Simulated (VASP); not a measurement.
# InPd, energy along a vibration (SMASS = -2): which settings are enough?

InPd, Pm-3m (no. 221), atoms displaced along the mode, 2 atoms in the cell. PBE, energy along a line of displacements; PAW potentials In_d, Pd (PBE set). VASP 6.6.1.

Wanted: harmonic frequency within 1 %.

Space group without the displacement: Pm-3m (no. 221); Mode: optical mode at Gamma along [111].

POSCAR of the starting run:
```
InPd
1.0
    3.2718847800      0.0000000000      0.0000000000
    0.0000000000      3.2718847800      0.0000000000
    0.0000000000      0.0000000000      3.2718847800
In Pd
1 1
Direct
   -0.0067903927     -0.0067903927     -0.0067903927
    0.5073262479      0.5073262479      0.5073262479

    0.0055543456   0.0055543456   0.0055543456
   -0.0059926598  -0.0059926598  -0.0059926598
```

The series start from k mesh: 6 × 6 × 6; Cutoff (eV): 330; Step along the mode (Å): 0.02; Extrapolation between steps (IWAVPR): 11. Each series keeps the choices made before it, and each single choice may use up half of a tolerance.

## k mesh

| k mesh | Harmonic frequency (THz) | Time (s) |
|---|---|---|
| 3 × 3 × 3 | 4.448 | 12 |
| 4 × 4 × 4 | 4.173 | 19 |
| 5 × 5 × 5 | 4.335 | 29 |
| 6 × 6 × 6 | 4.345 | 42 |
| 7 × 7 × 7 | 4.313 | 61 |
| 9 × 9 × 9 | 4.337 | 115 |
| 12 × 12 × 12 (reference) | 4.307 | 292 |

Chosen: 12 × 12 × 12; the next looser run is off by more than half of the tolerance, so convergence isn't shown beyond this value.

## Cutoff (eV)

| Cutoff (eV) | Harmonic frequency (THz) | Time (s) |
|---|---|---|
| 180 | 3.487 | 106 |
| 220 | 4.28 | 133 |
| 250 | 4.296 | 274 |
| 290 | 4.282 | 268 |
| 330 | 4.307 | 292 |
| 380 (reference) | 4.301 | 326 |

Chosen: 220, the loosest value from which every tighter one stays within half of the tolerance.

## Extrapolation between steps (IWAVPR)

| Extrapolation between steps (IWAVPR) | Harmonic frequency (THz) | Time (s) |
|---|---|---|
| 11 | 4.277 | 137 |
| 12 | 4.277 | 122 |
| 0 | 4.277 | 178 |

Chosen: 11; no other choice that stays within half of the tolerance saves 30 % of the time.

Also changed on the way, by series that aren't shown: Step along the mode (Å): 0.08.

## All choices together

| Input | Harmonic frequency (THz) | Time (s) |
|---|---|---|
| defaults on a coarse mesh (naive) | 4.468 | 2.6 |
| chosen settings | 4.277 | 137 |
| reference settings throughout | 4.303 | 334 |

The chosen settings stay within the tolerance of the reference run, but the reference itself isn't shown to be converged in: k mesh.

## The input

INCAR:
```
  ALGO = Normal
  EDIFF = 1E-7
  ENCUT = 220
  GGA = PE
  IBRION = 0
  ISMEAR = 1
  ISYM = 0
  IWAVPR = 11
  KPAR = 2
  LASPH = True
  LCHARG = False
  LREAL = False
  LWAVE = False
  NELMIN = 4
  NSW = 9
  POTIM = 1
  PREC = Accurate
  SIGMA = 0.15
  SMASS = -2
```

KPOINTS:
```
Automatic mesh
0
Gamma
  12 12 12
  0 0 0
```

POSCAR:
```
InPd
1.0
    3.2718847800      0.0000000000      0.0000000000
    0.0000000000      3.2718847800      0.0000000000
    0.0000000000      0.0000000000      3.2718847800
In Pd
1 1
Direct
   -0.0271615707     -0.0271615707     -0.0271615707
    0.5293049917      0.5293049917      0.5293049917

    0.0222173824   0.0222173824   0.0222173824
   -0.0239706391  -0.0239706391  -0.0239706391
```

Commands:
```
cat potpaw_PBE.64/In_d/POTCAR potpaw_PBE.64/Pd/POTCAR > POTCAR
mpirun -np 2 vasp_std > vasp.out
```

The chosen input took VASP 6.6.1 137 s on 2 cores (Intel Xeon Platinum 8375C @ 2.90GHz (Ice Lake)), a shared host.
